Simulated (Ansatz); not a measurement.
# GaN (P6_3mc) in Ansatz: band structure with PBE0

Aim: the band structure of GaN with PBE0.

Everything below comes from runs of Ansatz 0.2.0. Logs are shortened: lines on timing, memory, paths and dates and some standing lists are left out, and cuts for length are marked.

**The experiment to reproduce.**

From “Studying electronic properties in GaN without electrical contacts using γ-γ vs e−-γ Perturbed Angular Correlations”, 2019, pmc:6823545, for a bulk crystal of GaN: band gap 3.503 ± 0.005 eV (direct).

The results are compared with them further down.

### Step 1. The structure

Symmetry: P6_3mc, No. 186, hexagonal system. The conventional cell has a = 3.180 Å, b = 3.180 Å, c = 5.166 Å, α = 90.00°, β = 90.00°, γ = 120.00°. Around Ga (site symmetry 3m) lie 4 N at 1.94 to 1.95 Å. N (site symmetry 3m) has 4 Ga at 1.94 to 1.95 Å as nearest neighbours.

### Step 2. Band structure, PBE0

File input:

```
crystal:
  lattice:
    - [3.18, 0.0, 0.0]
    - [-1.59, 2.753960784, 0.0]
    - [0.0, 0.0, 5.166]
  atoms:
    - { symbol: Ga, position: [0.6666666667, 0.3333333333, 0.5] }
    - { symbol: Ga, position: [0.3333333333, 0.6666666667, 0.0] }
    - { symbol: "N", position: [0.6666666667, 0.3333333333, 0.875] }
    - { symbol: "N", position: [0.3333333333, 0.6666666667, 0.375] }
hamiltonian:
  xc: pbe0
  pseudopotentials: { kind: paw }
kpoints:
  mp_grid: { grid: [6, 6, 4] }
  band_path:
    path:
      - [[0.0, 0.0, 0.0], [0.5, 0.0, 0.0], [0.3333333333, 0.3333333333, 0.0], [0.0, 0.0, 0.0], [0.0, 0.0, 0.5], [0.5, 0.0, 0.5], [0.3333333333, 0.3333333333, 0.5], [0.0, 0.0, 0.5]]
      - [[0.5, 0.0, 0.5], [0.5, 0.0, 0.0]]
      - [[0.3333333333, 0.3333333333, 0.0], [0.3333333333, 0.3333333333, 0.5]]
    npoints: 4
scf:
  occupations: { method: fermi_dirac, width: 0.05 }
  n_extra_bands: 10
output:
  forces: true
  stress: true
  eigenvalues: true
  fatbands: false
```

Potentials or basis: Ansatz PAW.

The program printed:

```text
Warning: output.stress: scf.convergence.dr2_threshold = 1e-7 eV (the SCF's general default) is looser than the 4e-10 eV advised for a printed stress (1e-10 eV for each atom of the cell: 4). What an SCF threshold leaves in a stress goes as its square root, and in the free energy as the threshold itself, and one threshold admits the most on a small cell: of the crystals measured, under no hybrid functional and no lock of the moments, on runs that ended without the residual-converged pass, on stresses that held no estimate of that error, the worst erred by over 100 MPa in a component at 1e-7 eV an atom and by under 5 at 1e-10. Set scf.convergence.dr2_threshold to 4e-10 eV or tighter. The threshold is an SCF's pass mark: one that does not reach it within its budget of iterations ends unconverged, or closes short of it on a stop that the run arms, and scf.convergence.dr2_threshold's page says what that costs each kind of run
Warning: output.stress: scf.exx.energy_threshold = 1e-6 eV is looser than the 4e-8 eV advised for a stress under a hybrid functional (1e-8 eV for each atom of the cell: 4). Every SCF of the exchange loop can meet its threshold on dr2 while the loop round them stops early: no threshold on dr2 bounds what that leaves in the stress. Set scf.exx.energy_threshold to 4e-8 eV or tighter. The threshold is the loop's pass mark: a loop that does not reach it within its budget of cycles ends unconverged, and scf.exx.energy_threshold's page has the law
scf.n_extra_bands = 10 over 18 filled bands (N_el = 36.0): the run solves 28 bands
GPUs: using 1 of 1 available (devices: 1).
Engine: ansatz 0.2.0, x86_64-unknown-linux-gnu
Pseudopotentials: kind: paw
Pseudopotential: Ga, paw, valence charge 13, recommended cutoff 420 eV (normal), Ga.paw.azcp
Pseudopotential: N, paw, valence charge 5, recommended cutoff 420 eV (normal), N.paw.azcp
Functional definition: PBE0
  parameter a = 0.25
  parameter kappa = 0.804
  parameter beta = 0.06672455060314922
  exchange = (1 - a)*pbe_x(kappa = kappa, mu = beta*pi^2/3) + a*exact_x
  correlation = pbe_c(beta = beta)
device memory: the entry about to start is reckoned to put 0.7 GiB on a device that reports 39.1 GiB free (of which the cap on the GPU budget leaves the run 18.0 GiB)
GPU FFT provider: cuFFT
GPU libraries: cuBLAS 13.8.2, cuFFT 12.4.0, cuSOLVER 12.3.4
Crystal: 4 atoms, lattice volume = 45.242 Å³
Basis set: ecut = 420 eV, 881 PW (Γ), exchange–correlation on 48×48×72 points (8 copies of the dense FFT grid, shifted against one another)
Bands: 28, of which v1, the nominal top of the filled ones, is band 18 counted from 1 (17 counted from 0)
Symmetry: 12 space group operations
Space group: P63mc (ITA 186), of the structure as read, at distance tolerance 3.6e-5 Å
k-points: 21 of 144 (time reversal used)
Non-local potential: Ga, projectors of the file, l = 0: 2, l = 1: 2, l = 2: 3, l = 3: 1
Non-local potential: N, projectors of the file, l = 0: 2, l = 1: 2, l = 2: 1
PAW form: soft (Blöchl's): semilocal exchange-correlation on the pseudo side does not see the compensation charge
PAW frozen core: Ga, regenerated for the run's functional, and the local potential with it (the file was generated under x = pbe(κ = 0.804, μ = 0.2195149727645171), c = pbe(β = 0.06672455060314922))
PAW frozen core: N, regenerated for the run's functional, and the local potential with it (the file was generated under x = pbe(κ = 0.804, μ = 0.2195149727645171), c = pbe(β = 0.06672455060314922))
PAW one-centre angular grid: Ga, 590 points (default); XC on 64 Gauss nodes
PAW one-centre angular grid: N, 110 points (default); XC on 64 Gauss nodes
Initial density: superposition of atomic densities (neutral atoms: chi_scale 0, normalization atom), corrected by the library's trained network
Initial wavefunctions: pseudopotential atomic-orbital guess
GPU buffer pool allocated for 20736 grid points (all kernels)
GPU transforms: local potential and band sums: pruned to the plane-wave sphere, on 24×24×36
Functional: x = pbe(κ = 0.804, μ = 0.2195149727645171), c = pbe(β = 0.06672455060314922), warm-up for x = 0.75 pbe(κ = 0.804, μ = 0.2195149727645171) + 0.25 exact, c = pbe(β = 0.06672455060314922)
SCF iter   1: F=—  HF=-8335.797764 eV  |F-HF|=—  |Δ(HF+E_count)|=         —  Δρ=9.22e-4  dr2=2.30e-4  ethr=1.77e-3  ⟨swp⟩=2.0  Hψ=3820  notcnv=0
preconditioner: auto → none  [insulator: Δε(μ)=1.958 eV  Ē_g=20.123 eV  σ=0.050 eV  W_gap=1.00  n_scr=22 (ndim 8)  ℏωp=33.1 eV  f_vac=0.008  D(μ)=0.00/eV (n_scr^D=0)]
SCF iter   2: F=-8335.798084 eV  HF=-8335.797988 eV  |F-HF|=9.54e-5  |Δ(HF+E_count)|=   2.24e-4  Δρ=4.18e-4  dr2=3.46e-5  ethr=6.38e-7  ⟨swp⟩=4.5  Hψ=1483  notcnv=0  defer=1
SCF 1 stopped early in 2 iterations: F = -8335.798084 eV  dr2 = 3.46e-5
device memory: the entry about to start is reckoned to put 1.3 GiB on a device that reports 38.4 GiB free (of which the cap on the GPU budget leaves the run 18.0 GiB)
GPU FFT provider: cuFFT
GPU libraries: cuBLAS 13.8.2, cuFFT 12.4.0, cuSOLVER 12.3.4
Initial density: handed on by an earlier stage of this run
Initial wavefunctions: those handed on with the density
GPU buffer pool allocated for 20736 grid points (all kernels)
GPU transforms: local potential and band sums: pruned to the plane-wave sphere, on 24×24×36
Functional: x = 0.75 pbe(κ = 0.804, μ = 0.2195149727645171) + 0.25 exact, c = pbe(β = 0.06672455060314922)
Exchange kernel: α = 0.2500, full range, Wigner–Seitz truncation, v(0) = 11984.6828 eV·Å³, q-mesh 6×6×4, nearest image of the exchange supercell L = 19.08 Å, pair-density grid 18×18×30, without the augmentation charges, whose exchange is taken in its separable form by FFT convolution over the k-point mesh (sized by the pseudopotential files, 20×20×36 at the most), smooth part of the exact exchange by density-matrix convolution in up to 2.42 GiB of GPU memory as planned if the GPU has room (build and FFT work areas not counted)
Frozen-core exchange: fock
SCF iter   1: F=—  HF=-8337.030575 eV  |F-HF|=—  |Δ(HF+E_count)|=         —  Δρ=1.66e-2  dr2=4.90e-2  ethr=9.61e-7  ⟨swp⟩=5.7  Hψ=2914  notcnv=0
preconditioner: auto → none  [insulator: Δε(μ)=3.851 eV  Ē_g=24.153 eV  σ=0.050 eV  W_gap=1.00  n_scr=22 (ndim 8)  ℏωp=33.1 eV  f_vac=0.008  D(μ)=0.00/eV (n_scr^D=0)]
SCF iter   2: F=—  HF=-8337.008078 eV  |F-HF|=—  |Δ(HF+E_count)|=   2.25e-2  Δρ=4.20e-3  dr2=6.37e-3  ethr=9.61e-7  ⟨swp⟩=4.0  Hψ=2143  notcnv=0
SCF iter   3: F=—  HF=-8337.027777 eV  |F-HF|=—  |Δ(HF+E_count)|=   1.97e-2  Δρ=4.39e-3  dr2=3.43e-3  ethr=9.61e-7  ⟨swp⟩=4.0  Hψ=2094  notcnv=0
SCF iter   4: F=—  HF=-8337.027250 eV  |F-HF|=—  |Δ(HF+E_count)|=   5.27e-4  Δρ=1.47e-3  dr2=3.77e-4  ethr=9.61e-7  ⟨swp⟩=3.0  Hψ=1340  notcnv=0
SCF iter   5: F=—  HF=-8337.027658 eV  |F-HF|=—  |Δ(HF+E_count)|=   4.08e-4  Δρ=5.84e-4  dr2=1.02e-4  ethr=9.24e-7  ⟨swp⟩=2.1  Hψ=971  notcnv=0
iter 6 solved again at ethr=1.99e-8 eV; its pass at ethr=2.64e-7 eV (dr2=7.17e-6 eV) is discarded
SCF iter   6: F=-8337.027623 eV  HF=-8337.027629 eV  |F-HF|=6.03e-6  |Δ(HF+E_count)|=   2.87e-5  Δρ=1.18e-4  dr2=8.78e-6  ethr=1.99e-8  ⟨swp⟩=3.1  Hψ=2599  notcnv=0  defer=3
SCF 2 stopped early in 6 iterations: F = -8337.027623 eV  dr2 = 8.78e-6
  Residual-converged pass: ⟨swp⟩=3.0  Hψ=1153  notcnv=0  max |occ|·‖R‖ = 6.6e-6 eV (tolerance 6.7e-6 eV)  dr2=8.81e-6  dr2_onsite=3.67e-7  max |Δocc| = 6.2e-24
hybrid outer 1: dexx = +2.197e-2 eV, tail = 7.44e-5 eV
GPU FFT provider: cuFFT
GPU libraries: cuBLAS 13.8.2, cuFFT 12.4.0, cuSOLVER 12.3.4
GPU buffer pool allocated for 20736 grid points (all kernels)
GPU transforms: local potential and band sums: pruned to the plane-wave sphere, on 24×24×36
Exchange kernel: α = 0.2500, full range, Wigner–Seitz truncation, v(0) = 11984.6828 eV·Å³, q-mesh 6×6×4, nearest image of the exchange supercell L = 19.08 Å, pair-density grid 18×18×30, without the augmentation charges, whose exchange is taken in its separable form by FFT convolution over the k-point mesh (sized by the pseudopotential files, 20×20×36 at the most), smooth part of the exact exchange by density-matrix convolution in up to 2.42 GiB of GPU memory as planned if the GPU has room (build and FFT work areas not counted)
Frozen-core exchange: fock
SCF iter   1: F=—  HF=-8337.027139 eV  |F-HF|=—  |Δ(HF+E_count)|=         —  Δρ=2.61e-5  dr2=4.16e-7  ethr=1.03e-6  ⟨swp⟩=3.3  Hψ=1361  notcnv=0
preconditioner: auto → none  [insulator: Δε(μ)=3.926 eV  Ē_g=23.997 eV  σ=0.050 eV  W_gap=1.00  n_scr=22 (ndim 8)  ℏωp=33.1 eV  f_vac=0.011  D(μ)=0.00/eV (n_scr^D=0)]
SCF iter   2: F=—  HF=-8337.027141 eV  |F-HF|=—  |Δ(HF+E_count)|=   2.09e-6  Δρ=2.94e-5  dr2=3.17e-7  ethr=4.90e-10  ⟨swp⟩=4.1  Hψ=2065  notcnv=0
SCF iter   3: F=—  HF=-8337.027141 eV  |F-HF|=—  |Δ(HF+E_count)|=   8.28e-8  Δρ=5.18e-6  dr2=8.88e-9  ethr=4.90e-10  ⟨swp⟩=3.0  Hψ=1117  notcnv=0
SCF iter   4: F=-8337.027141 eV  HF=-8337.027141 eV  |F-HF|=3.81e-9  |Δ(HF+E_count)|=   5.29e-8  Δρ=4.28e-6  dr2=4.88e-9  ethr=1.15e-11  ⟨swp⟩=4.2  Hψ=1779  notcnv=0
SCF 3 converged in 4 iterations: F = -8337.027141 eV  dr2 = 4.88e-9
  Residual-converged pass: ⟨swp⟩=2.6  Hψ=994  notcnv=0  max |occ|·‖R‖ = 6.2e-7 eV (tolerance 6.3e-7 eV)  dr2=4.88e-9  dr2_onsite=1.41e-9  max |Δocc| = 3.8e-28
hybrid outer 2: dexx = +1.177e-6 eV, tail = 4.57e-8 eV, Δε = 3.78e-3 eV (about 1.19e-4 eV left of the loop's levels), ΔF = 2.72e-4 eV/Å (tail 2.99e-4)
device memory: the entry about to start is reckoned to put 0.5 GiB on a device that reports 58.5 GiB free (of which the cap on the GPU budget leaves the run 18.0 GiB)
NSCF: frozen V_eff on 39 k-points, pencils in batches of 32, up to order 124
hybrid SCF converged: 2 outer / 10 inner (+2 warm-up), last move |dexx| = 1.18e-6 eV, tail = 4.57e-8 eV
Stability not checked: this state was not tested for a lower state beside it, because the functional holds exact exchange (a hybrid, or Hartree-Fock), whose exchange loop this test does not read (fock_operator; see scf.lower_state_search)
Free energy (F): -8337.027141 eV
Frozen-core exchange: fock
Harris-Foulkes:  -8337.027141 eV  (|F-HF|=3.81e-9)
Internal energy: -8337.027141 eV  (E = F + TS)
E sigma→0 (E₀):  -8337.027141 eV
Fermi energy:    10.630295 eV
--- Per-component energies (eV) ---
  E_band       = -102.424136
  E_kinetic    = 494.492490
  E_local      = -3896.198703  (includes V_loc(G=0)·N_el)
  E_nonlocal   = 950.524569
  E_hartree    = 1801.489648
  E_xc         = -198.567426
  E_vxc        = -207.093114  (∫ρ·V_xc dr)
  E_exx        = -139.075231  (= α·E_x^exact, valence–valence)
  E_paw        = -4165.945637  (= ΣΔE_a)
  E_vpaw       = -768.974972  (= ΣTr[D̂ρ^β])
  E_aug_tail   = 0.000049  (compensation charges beyond the density's cutoff)
  E_ewald      = -3183.826728
  E_core_change = 0.079827  (= ΣΔE_core)
  E_smearing   = -0.000000  (= −TS)
  E_closure    = -0.000000  (closes the sum)
  Σ components = -8337.027141   (vs F -8337.027141, Δ=1.82e-12)
--- Forces (eV/Å), atoms counted from 1 ---
  atom   1  Ga    -0.00000000    -0.00000000    -0.15671204
  atom   2  Ga     0.00000000     0.00000000    -0.15671204
  atom   3  N      0.00000000    -0.00000000     0.15670156
  atom   4  N      0.00000000     0.00000000     0.15670156
  max |Σ_I F_I| component: 2.10e-5 eV/Å
--- Stress (GPa, compression-positive) ---
        0.327269      -0.000000      -0.000000
        0.000000       0.327269       0.000000
       -0.000000       0.000000       1.994032
  P = ⅓ Tr σ = 0.8829 GPa (8.829 kbar)
--- Band table (eV; the first three rows and the last of 21) ---
  k-point 0: bands = ["-8.9808", "-8.3719", "-7.0953", "-7.0740", "-7.0740", "-7.0118", "-7.0118", "-6.8184", "-6.8184", "-6.7264", "-6.7264", "-5.0175", "0.9321", "7.4855", "7.4855", "8.5899", "8.6444", "8.6444", "12.5708", "15.1089", "20.4238", "20.9039", "20.9039", "21.8929", "22.9048", "22.9048", "25.5163", "26.6135"]
  k-point 1: bands = ["-8.8186", "-8.3914", "-7.0698", "-7.0698", "-7.0255", "-7.0255", "-7.0036", "-6.8006", "-6.8006", "-6.7357", "-6.7357", "-5.6374", "2.0581", "7.0430", "7.6459", "7.6459", "8.4644", "8.4644", "13.7858", "15.2231", "19.9717", "20.6331", "20.9810", "20.9810", "22.3156", "22.3156", "26.1387", "27.5066"]
  k-point 2: bands = ["-8.5247", "-8.5247", "-7.0522", "-7.0522", "-7.0522", "-7.0522", "-6.7640", "-6.7640", "-6.7640", "-6.7640", "-6.5583", "-6.5583", "4.4526", "4.4526", "8.0463", "8.0463", "8.0463", "8.0463", "15.0822", "15.0822", "19.5472", "19.5472", "21.4338", "21.4338", "21.4338", "21.4338", "27.3897", "27.3897"]
  k-point 20: bands = ["-8.2570", "-8.2570", "-6.9544", "-6.9544", "-6.9401", "-6.9401", "-6.8032", "-6.8032", "-6.7812", "-6.7812", "-4.5130", "-4.5130", "1.9770", "1.9770", "4.0556", "4.0556", "7.0182", "7.0182", "17.3523", "17.3523", "18.1128", "18.1128", "20.3831", "20.3831", "24.9556", "24.9556", "25.6723", "25.6723"]
```

Run time: 69 s. Hardware: 1 × NVIDIA H100 80GB HBM3 with 2 threads of AMD EPYC 7R13 (Zen 3), shared host; peak memory 2.3 GiB.

What came out:

- Free energy: -8337.0271 eV
- Pressure: 0.9 GPa
- Largest force: 0.157 eV/Å
- Band gap on the k mesh: 3.93 eV, direct
- Band gap along the path: 3.93 eV, direct

Forces in eV/Å, atoms in the order of the input:
```
Ga   0.000  0.000 -0.157
Ga   0.000  0.000 -0.157
N    0.000  0.000  0.157
N    0.000  0.000  0.157
```

Levels at the corners of the path, in eV from the valence-band top:
```
point  band 14  band 15  band 16  band 17  band 18  band 19  band 20  band 21  band 22  band 23
    Γ    -1.16    -1.16    -0.05     0.00     0.00     3.93     6.46    11.78    12.26    12.26
    M    -5.70    -4.62    -3.01    -2.44    -1.08     7.10     7.76     8.21    11.30    12.69
    K    -5.73    -5.73    -3.30    -3.30    -2.97     7.02    10.45    10.45    10.72    12.35
    Γ    -1.16    -1.16    -0.05     0.00     0.00     3.93     6.46    11.78    12.26    12.26
    A    -4.19    -0.60    -0.60    -0.60    -0.60     6.44     6.44    10.90    10.90    12.79
    L    -7.18    -2.13    -2.13    -2.08    -2.08     6.43     6.43    10.16    10.16    12.55
    H    -6.67    -4.59    -4.59    -1.63    -1.63     8.71     8.71     9.47     9.47    11.74
    A    -4.19    -0.60    -0.60    -0.60    -0.60     6.44     6.44    10.90    10.90    12.79
    L    -7.18    -2.13    -2.13    -2.08    -2.08     6.43     6.43    10.16    10.16    12.55
    M    -5.70    -4.62    -3.01    -2.44    -1.08     7.10     7.76     8.21    11.30    12.69
    K    -5.73    -5.73    -3.30    -3.30    -2.97     7.02    10.45    10.45    10.72    12.35
    H    -6.67    -4.59    -4.59    -1.63    -1.63     8.71     8.71     9.47     9.47    11.74
```

Caveat: the pressure holds a Pulay correction of +0.5 GPa for the finite cutoff; the PAW data sets come from PBE, with cores solved anew for the run's functional, which leaves a small shift of forces and pressure; the thresholds are loose for stress.

### Step 3. Comparison with measurements

Step 2. Measured gap of GaN: 3.503 eV (direct; quoted in “Studying electronic properties in GaN without electrical contacts using γ-γ vs e−-γ Perturbed Angular Correlations”, 2019, pmc:6823545). This calculation gives 3.93 eV (+0.42 eV). Spin-orbit coupling on Ga is left out. The value is that of PBE0, without temperature or zero-point motion.
